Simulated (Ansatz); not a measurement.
## fcc against bcc along the 5d metals

These are results of DFT, r2SCAN, plane waves (500 eV) with PAW, scalar-relativistic (Ansatz), not measurements. The PAW files were generated under PBE, with cores re-solved for the functional.

Each structure is relaxed within its symmetry, in the lowest magnetic state of the tried starts. Differences under about 8 meV lie within the error of the k-point mesh. Some of these cells lie far above the measured volume under this functional.

```
element  E(fcc) − E(bcc) (meV/atom)  V(fcc) (Å³/atom)  V(bcc) (Å³/atom)       state of fcc       state of bcc
     Lu                         -55             29.20             29.61  spin not included  spin not included
     Hf                        -124             22.46             22.22  spin not included  spin not included
     Ta                         243             18.62             18.08  spin not included  spin not included
      W                         560             16.22             15.92  spin not included  spin not included
     Re                        -206             14.75             14.83  spin not included  spin not included
     Os                        -778             14.08             14.49  spin not included  spin not included
     Ir                        -631             14.21             14.80       non-magnetic      ferromagnetic
     Pt                         -91             15.30             15.48  spin not included       non-magnetic
     Au                         -20             17.52             17.58  spin not included  spin not included
     Hg                          22             26.75             26.65  spin not included  spin not included
```
